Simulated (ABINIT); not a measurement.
La2O3, 5 atoms in the cell. The structure is trigonal, space group P-3m1 (No. 164). The conventional cell has a = 3.931 Å, b = 3.931 Å, c = 6.112 Å, α = 90.00°, β = 90.00°, γ = 120.00°. La (site symmetry 3m) has 4 O at 2.36 to 2.44 Å as nearest neighbours. Around O (site symmetry -3m) lie 6 La at 2.72 Å. O (site symmetry 3m) is surrounded by 4 La at 2.36 to 2.44 Å. The cell is a database's computed one.

```yaml
Program: ABINIT 10.8.3 (patched build)
Task: band structure
Functional: r2SCAN
Potentials_or_basis: JTH PAW PBE v2.0
Cutoff: 762 eV
k_mesh: 7 × 7 × 4
Occupations: fermi-dirac, width 0.05 eV
Spin: no spin polarisation
Fine-grid_cutoff: 1360.57 eV
```

Potentials or basis: JTH PAW PBE v2.0.

Command:

```console
$ abinit run.abi > log 2>&1
```

Hardware: 1 thread of Intel(R) Xeon(R) 6975P-C (Granite Rapids) (shared host).

Question: Estimate the wall time of this run.

Answer: Wall time 19 min on 1 thread of Intel(R) Xeon(R) 6975P-C (Granite Rapids), on a shared host, peak memory 0.31 GiB. Counts: scf iterations 15, mpi ranks 1, k points 28, bands 27, plane waves 3927.
